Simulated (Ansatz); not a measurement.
# Random displacements in AlN

The calculation used Ansatz 0.2.0, DFT PBEsol, scalar-relativistic, plane waves, PAW. Settings: plane waves to 420 eV, k-mesh 12×12×6 (Γ-centred), Gaussian smearing 0.05 eV. No spin polarisation. Energies are free energies at this smearing, counted from the undisturbed cell; pressure is positive in compression.

The starting cell (relaxed at this level):

```
Al N
1.0
     3.11369    0.00000    0.00000
    -1.55685    2.69654    0.00000
     0.00000    0.00000    4.98342
Al N
2 2
Direct
  0.33333 0.66667 0.00151
  0.66667 0.33333 0.50151
  0.33333 0.66667 0.38349
  0.66667 0.33333 0.88349
```

The atoms are displaced (Å, in the unstrained cell):

```
atom ux uy uz
 Al1   0.121   0.023   0.028
 Al2  -0.110   0.120   0.048
  N3  -0.016  -0.030  -0.127
  N4   0.005  -0.112   0.052
```

Strain (Voigt, engineering shear): (0.0017, -0.0720, 0.0208, 0.1437, 0.0817, -0.0122).

Q: What are the energy change, the stress and the forces?

A: ΔE = 480.2 meV/atom; stress (xx, yy, zz, yz, xz, xy; compression positive) (5.62, 58.77, 12.42, -26.46, -5.27, -7.15) GPa; gap on the mesh 3.26 eV.
```csv
atom,Fx (eV/Å),Fy,Fz
Al1,-0.49,-7.60,1.16
Al2,0.99,-1.46,-0.52
N3,-0.43,0.87,3.22
N4,-0.07,8.18,-3.87
```

Cost: 1 run of about 0.28 core-minutes, on Intel Xeon Processor @ 2.70GHz (shared hosts).